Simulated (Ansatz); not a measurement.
Crystal: Tb.

```
CELL_PARAMETERS angstrom
-2.01000 2.01000 2.01000
2.01000 -2.01000 2.01000
2.01000 2.01000 -2.01000
ATOMIC_POSITIONS crystal
Tb 0.00000 0.00000 0.00000
```

This isn't the form of Tb at room conditions, which is hcp.

Base run:

```yaml
Program: Ansatz 0.2.0
Functional: revPBE
Dispersion: D3(BJ)
Potentials_or_basis: PseudoDojo 3+ lanthanides
Cutoff: 680 eV
Density_cutoff: 2721 eV
k_mesh: 9 × 9 × 9
Occupations: fermi-dirac, width 0.1 eV
Spin: collinear spin, ferromagnetic start
Starting_moments: "[6.0] μB"
```

Its results: band gap on the k mesh none (metal or under the smearing width); pressure -2.1 GPa; net moment 0.00 μB per cell.

The run is repeated on the same cell with these changes: dispersion from D3(BJ) to none; occupations from fermi-dirac, width 0.1 eV to methfessel-paxton, width 0.1 eV; hubbard projectors from all-electron-ortho-atomic to none. What comes out?

Band gap on the k mesh none (metal or under the smearing width); pressure 0.9 GPa; net moment 0.62 μB per cell; site moments Tb +0.36 μB.

Caveats: the potentials were made for another functional, which shifts forces and pressure; spin-orbit coupling is left out, which moves the levels of the heavy elements; the 4f electrons are frozen in the core as for a trivalent ion, so they carry no moment and show no levels; pairwise dispersion overbinds metals, which lowers pressure and volume (some runs); the starting moments weren't kept (some runs).
